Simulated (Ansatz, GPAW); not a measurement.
## One calculation of ZrS, 4 ways

```
Zr S
1.0
     0.00000    2.62500    2.62500
     2.62500    0.00000    2.62500
     2.62500    2.62500    0.00000
Zr S
1 1
Direct
  0.00000 0.00000 0.00000
  0.50000 0.50000 0.50000
```

Alike in all runs: task band structure; functional PBEsol; k mesh 9 × 9 × 9; occupations fermi-dirac, width 0.05 eV; no spin polarisation; no spin-orbit coupling. Pressure is positive in compression and, in plane waves, holds the error of the finite cutoff, which Ansatz's Pulay term estimates and takes out.

| program and potentials | plane-wave cutoff (eV) | notes | pressure (GPa) |
| --- | --- | --- | --- |
| Ansatz, Ansatz PAW | 420 | potentials made for PBE, which Ansatz adapts in part; Pulay term of +0.02 GPa included | -6.48 |
| Ansatz, PAW datasets made for the crystal | 240 | - | -6.44 |
| GPAW, PAW data sets generated for this functional | 600 | - | -7.02 |
| Ansatz, all-electron LAPW, scalar-relativistic | - | - | -6.44 |

The pressure spans -7.02 (GPAW, PAW data sets generated for this functional) to -6.44 GPa (Ansatz, all-electron LAPW, scalar-relativistic), with all-electron results at -6.44.

The functional is the same throughout but for its coding, so the spread measures potentials, basis and numerics; runs on potential files found faulty are left out.
